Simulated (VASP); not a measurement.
Here is a VASP 6.6.1 calculation.

Contents of INCAR:

```
ALGO = Normal ; EDIFF = 1E-7
EDIFFG = -0.005 ; ENCUT = 600
GGA = PS ; IBRION = 2
ISIF = 3 ; ISMEAR = -1
LASPH = T ; LCHARG = F
LREAL = F ; LWAVE = F
NELM = 80 ; NSW = 40
PREC = Accurate ; SIGMA = 0.05
```

File KPOINTS:

```
k-points
0
Gamma
  10 10 10
```

The input POSCAR:

```
HfB
1.0
    0.0000000000      2.3100000000      2.3100000000
    2.3100000000      0.0000000000      2.3100000000
    2.3100000000      2.3100000000      0.0000000000
Hf B
1 1
Direct
    0.5000000000      0.5000000000      0.5000000000
    0.0000000000      0.0000000000      0.0000000000
```

Potentials or basis: VASP PAW PBE potentials, release 64 (Hf_pv, B).

Run with:

```bash
$ cat potpaw_PBE.64/Hf_pv/POTCAR potpaw_PBE.64/B/POTCAR > POTCAR
$ mpirun -np 1 vasp_std > vasp.out
```

**Question.** Predict the relaxed cell.

**Answer.** a = 3.388 Å, b = 3.388 Å, c = 3.388 Å, α = 60.00°, β = 60.00°, γ = 60.00°.

**Question.** What does it give for the space group after relaxing (to 0.05 Å)?

**Answer.** Fm-3m (No. 225).

Final structure:
```cif
data_structure
_symmetry_space_group_name_H-M 'P 1'
_symmetry_Int_Tables_number 1
_cell_length_a 3.3877
_cell_length_b 3.3877
_cell_length_c 3.3877
_cell_angle_alpha 60.000
_cell_angle_beta 60.000
_cell_angle_gamma 60.000
_cell_volume 27.49
loop_
_atom_site_label
_atom_site_type_symbol
_atom_site_fract_x
_atom_site_fract_y
_atom_site_fract_z
_atom_site_occupancy
Hf1 Hf 0.50000 0.50000 0.50000 1
B1 B 0.00000 0.00000 0.00000 1
```

 Zero-point motion and thermal expansion aren't in these numbers.
